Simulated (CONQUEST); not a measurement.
The system is CdO (Monteponite).

```
Cd O
1.0
     3.32269    0.00000    0.00000
     0.00000    3.32269    0.00000
     0.00000    0.00000    4.69900
Cd O
2 2
Direct
  0.00000 0.00000 0.00000
  0.50000 0.50000 0.50000
  0.00000 0.00000 0.50000
  0.50000 0.50000 0.00000
```

Base run:

```yaml
Program: CONQUEST 1.3
Functional: PBE
Potentials_or_basis: PseudoDojo NC PBE, DZP, grid cutoff 150 Ha
k_mesh: 8 × 8 × 6
Occupations: fermi-dirac, width 0.05 eV
Spin: no spin polarisation
```

Its results: band gap on the k mesh none (metal or under the smearing width); pressure 8.2 GPa.

Task: The run is repeated on the same cell with these changes: potentials or basis from PseudoDojo NC PBE, DZP, grid cutoff 150 Ha to PseudoDojo NC PBE, SZP, grid cutoff 150 Ha. What comes out?

Result: Band gap on the k mesh none (metal or under the smearing width); pressure 13.7 GPa.

Caveats: the basis of atomic orbitals isn't converged, which shifts pressures, moduli and gaps; the real-space grid breaks the cell's symmetry a little; the box holds several primitive cells, so bands are folded and the points are those of the box's own zone (some runs); the atomic basis is small (some runs).
